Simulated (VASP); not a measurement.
**Al: density of states with PBE**

Al:

```xyz
1
Lattice="0.0000 2.0245 2.0245 2.0245 0.0000 2.0245 2.0245 2.0245 0.0000" Properties=species:S:1:pos:R:3 pbc="T T T"
Al    0.0000    0.0000    0.0000
```

| Property | Result |
| --- | --- |
| Program | VASP 6.6.1 |
| Task | density of states |
| Functional | PBE |
| Potentials or basis | VASP PAW PBE potentials, release 64 (Al) |
| Cutoff | 520 eV |
| k mesh | 6 × 6 × 6 |
| Occupations | gaussian, width 0.1 eV |
| Spin | no spin polarisation |
| k mesh for the DOS | 9 × 9 × 9 |
| Occupations for the DOS | tetrahedron |
| Further INCAR settings | ALGO = Normal; EDIFF = 1e-07 |

The valence electrons inside the program's atomic spheres are Al 0.76.

Levels at points of the mesh, in eV from the Fermi level:
```tsv
k point	band 1	band 2	band 3	band 4	band 5
(0.00, 0.00, 0.00)	-11.08	12.60	12.60	12.60	14.05
```

States per cell in windows of 1 eV (zero at the Fermi level; states under -8 eV left out):
```csv
from (eV),total,Al1_p,Al1_s,Al1_d
-8.0,0.22,0.02,0.04,0.00
-7.0,0.25,0.02,0.04,0.00
-6.0,0.31,0.03,0.05,0.00
-5.0,0.34,0.04,0.04,0.00
-4.0,0.34,0.05,0.04,0.00
-3.0,0.35,0.05,0.04,0.00
-2.0,0.31,0.05,0.03,0.00
-1.0,0.47,0.07,0.04,0.00
0.0,0.37,0.05,0.04,0.00
1.0,0.43,0.06,0.04,0.00
2.0,0.45,0.06,0.04,0.00
3.0,0.51,0.08,0.05,0.00
4.0,0.51,0.09,0.04,0.00
5.0,0.58,0.12,0.04,0.00
6.0,0.57,0.12,0.03,0.00
7.0,0.55,0.12,0.02,0.00
```

It used 3.1 s of CPU time on 1 thread of Intel(R) Xeon(R) Platinum 8559C (Emerald Rapids) (shared host), which was overloaded at the time.

Caveat: the k mesh is coarse (spacing up to 0.45 Å⁻¹), so the values aren't converged.
